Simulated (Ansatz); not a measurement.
## Relaxation of SrTiO$_{3}$

Method: DFT r2SCAN+U, scalar-relativistic, plane waves, PAW (Ansatz). Settings: 500 eV cutoff, 6×6×6 k-mesh, Gaussian smearing of 0.02 eV, no spin polarisation, U_eff Ti 4.0 eV on d shells.

What was changed: relaxed at 3 GPa.

Command:

```bash
ansatz run input.yaml --threads 1 --pin off --max-ram 2560MiB --backend cpu --events-out ev --progress --plain --runs-dir out
```

Input:

```yaml
crystal:
  lattice:
    - [3.8813895997, 0.0, 0.0]
    - [0.0, 3.8813895997, 0.0]
    - [0.0, 0.0, 3.8813895997]
  atoms:
    - { symbol: Sr, position: [0.0, 0.0, 0.0] }
    - { symbol: Ti, position: [0.5, 0.5, 0.5] }
    - { symbol: O, position: [0.5, 0.0, 0.5] }
    - { symbol: O, position: [0.5, 0.5, 0.0] }
    - { symbol: O, position: [0.0, 0.5, 0.5] }
basis:
  ecutwfc: 500
kpoints:
  mp_grid: { grid: [6, 6, 6] }
hamiltonian:
  xc: r2scan
  hubbard: { sites: [{ species: Ti, l: d, u_eff: 4.0 }] }
scf:
  occupations: { method: gaussian, width: 0.02 }
output:
  forces: true
  stress: true
  eigenvalues: true
relax:
  adjacent_minimum: "off"
  f_tol: 0.008
  max_steps: 50
  cell: { stress_tol: 0.08, p_target: 3.0 }
```

F is the free energy. Steps run on the plane waves of an earlier cell, but the last one, and at times one on the way, on a freshly chosen basis, so a repeated geometry can differ a little in energy. The relaxation lowers the enthalpy F + PV at the target pressure, so F itself can rise.

Steps:

```json
{"step": "1", "F − F(1) (eV)": "0.0000", "largest force component (eV/Å)": "0.000", "V (Å³/atom)": "11.695", "P (GPa)": "5.59"}
{"step": "2", "F − F(1) (eV)": "-0.0189", "largest force component (eV/Å)": "0.000", "V (Å³/atom)": "11.837", "P (GPa)": "3.11"}
{"step": "3", "F − F(1) (eV)": "-0.0195", "largest force component (eV/Å)": "0.000", "V (Å³/atom)": "11.844", "P (GPa)": "3.00"}
{"step": "4", "F − F(1) (eV)": "-0.0199", "largest force component (eV/Å)": "0.000", "V (Å³/atom)": "11.844", "P (GPa)": "3.00"}
```

Relaxed structure:

```yaml
crystal:
  lattice:
    - [3.89778, 0.00000, 0.00000]
    - [0.00000, 3.89778, 0.00000]
    - [0.00000, 0.00000, 3.89778]
  atoms:
    - { symbol: Sr, position: [0.00000, 0.00000, 0.00000] }
    - { symbol: Ti, position: [0.50000, 0.50000, 0.50000] }
    - { symbol: O, position: [0.50000, 0.00000, 0.50000] }
    - { symbol: O, position: [0.50000, 0.50000, 0.00000] }
    - { symbol: O, position: [0.00000, 0.50000, 0.50000] }
```

It takes space group Pm-3m (No. 221, cubic). Conventional cell: a = 3.898 Å, b = 3.898 Å, c = 3.898 Å, α = 90.00°, β = 90.00°, γ = 90.00°. Sr (site symmetry m-3m) has 12 O at 2.76 Å as nearest neighbours. Around Ti (site symmetry m-3m) lie 6 O at 1.95 Å. O (site symmetry 4/mmm) is surrounded by 2 Ti at 1.95 Å.

The run converged. Time: 17 s on 1 thread of Intel(R) Xeon(R) Platinum 8488C (Sapphire Rapids), on a shared host, peak memory 0.54 GiB.